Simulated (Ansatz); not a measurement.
GaP: changing spin-orbit coupling

Symmetry: F-43m, No. 216, cubic system. Conventional cell: a = 5.451 Å, b = 5.451 Å, c = 5.451 Å, α = 90.00°, β = 90.00°, γ = 90.00°. Ga (site symmetry -43m) has 4 P at 2.36 Å as nearest neighbours. Around P (site symmetry -43m) lie 4 Ga at 2.36 Å.

Kept alike: task band structure; functional PBEsol; k mesh 6 × 6 × 6; occupations fermi-dirac, width 0.05 eV. Program: Ansatz, Ansatz PAW, cutoff 420 eV. The mesh is that of the run's cell of 2 atoms.

| spin-orbit coupling | band gap (eV) |
| --- | --- |
| off | 1.460 |
| on | 1.432 |

Gaps are the smaller of the mesh's and the band path's. All rows use potentials made for PBE.

What does spin-orbit coupling change here?

The band gap runs from 1.432 (on) to 1.460 eV (off). Spin-orbit coupling splits p and d bands at the edges, and the more so the heavier the atoms. Measured: 2.34 eV at 10 K (arxiv:1810.01194); nearest off, 0.880 eV off. Semilocal gaps fall short of quasiparticle gaps.
